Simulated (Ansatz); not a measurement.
Bulk crystal (InP) after relaxation:

```
In P
1.0
     0.00000   -2.93909   -2.93909
     2.93909    0.00000   -2.93909
     2.93909   -2.93909    0.00000
In P
1 1
Direct
  0.00000 0.00000 0.00000
  0.75000 0.75000 0.75000
```

Miller indices refer to the conventional cell of F-43m (No. 216), a = 5.878 Å, b = 5.878 Å, c = 5.878 Å, α = 90.00°, β = 90.00°, γ = 90.00°. The bulk's gap is 0.57 eV.

The (100) slab of 8 planes, 10.3 Å thick with 15 Å of vacuum as cut; outer planes In (top) and P (bottom).

Level of theory: Ansatz 0.2.0, DFT PBEsol, scalar-relativistic, plane waves, PAW. Settings: cutoff 420 eV, Γ-centred mesh 8×8×1 on the computed 8-atom cell, Gaussian smearing of 0.05 eV; no spin polarisation. A dipole correction removes the field between periodic images along c.

This cut of an insulator is polar or leaves open shells, so the slab is metallic here; real surfaces compensate by reconstruction or adsorbates.

Results for the relaxed slab:

| Item | Value |
| --- | --- |
| Surface energy (mean of both faces) | 1.74 J/m² |
| Gap of the slab on the mesh | none (metal or semimetal) |
| Work function | 4.59 eV (top), 6.14 eV (bottom) |
| Dipole of the slab along +c, per cell | 0.15 e·Å |

Relaxation lowers the energy by 0.021 J/m² a face; the largest move is 0.091 Å.

```json
{"plane (bottom to top)": "1", "atoms": "P", "spacing to next, bulk (Å)": "1.470", "relaxed (Å)": "1.412", "change (%)": "-3.9"}
{"plane (bottom to top)": "2", "atoms": "In", "spacing to next, bulk (Å)": "1.470", "relaxed (Å)": "1.532", "change (%)": "+4.3"}
{"plane (bottom to top)": "3", "atoms": "P", "spacing to next, bulk (Å)": "1.470", "relaxed (Å)": "1.425", "change (%)": "-3.0"}
{"plane (bottom to top)": "4", "atoms": "In", "spacing to next, bulk (Å)": "1.470", "relaxed (Å)": "1.500", "change (%)": "+2.1"}
{"plane (bottom to top)": "5", "atoms": "P", "spacing to next, bulk (Å)": "1.470", "relaxed (Å)": "1.450", "change (%)": "-1.3"}
{"plane (bottom to top)": "6", "atoms": "In", "spacing to next, bulk (Å)": "1.470", "relaxed (Å)": "1.490", "change (%)": "+1.4"}
{"plane (bottom to top)": "7", "atoms": "P", "spacing to next, bulk (Å)": "1.470", "relaxed (Å)": "1.561", "change (%)": "+6.2"}
{"plane (bottom to top)": "8", "atoms": "In", "spacing to next, bulk (Å)": "", "relaxed (Å)": "", "change (%)": ""}
```

Gaps are read on the k points sampled, so a band crossing between them can be missed.